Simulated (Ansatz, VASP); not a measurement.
**WC in VASP and in Ansatz**

```
W C
1.0
     2.78124    0.00000    0.00000
    -1.39062    2.40862    0.00000
     0.00000    0.00000    5.56982
W C
2 2
Direct
  0.00000 0.00000 0.00000
  0.00000 0.00000 0.50000
  0.33333 0.66667 0.25000
  0.66667 0.33333 0.75000
```

Change from the starting cell: volume scaled by 0.88, LAPW.

Alike in both runs: task single point; functional PBE; k mesh 10 × 10 × 6; occupations fermi-dirac, width 0.05 eV; no spin polarisation.

|  | VASP | Ansatz |
| --- | --- | --- |
| version | VASP 6.6.1 | Ansatz 0.2.0 |
| potentials or method | VASP PAW PBE potentials, release 64 (W_sv, C), cutoff 520 eV | all-electron LAPW, scalar-relativistic |

Ansatz gave:

| Item | Value |
| --- | --- |
| pressure (GPa) | 62.3 |
| largest component of the traceless stress (GPa) | 0.03 |

Question: Which values does VASP return?

Answer: Pressure (GPa): 64.3; largest component of the traceless stress (GPa): 0.15.

Ansatz ran all-electron here, so the differences hold the error of VASP's frozen core and of both bases.

Caveats: the cell as given lies far from equilibrium; so large a pressure means that the cell lies far from this level's equilibrium, or that cutoff or potentials fall short (VASP). Spin-orbit coupling is left out, which matters for the levels of W.
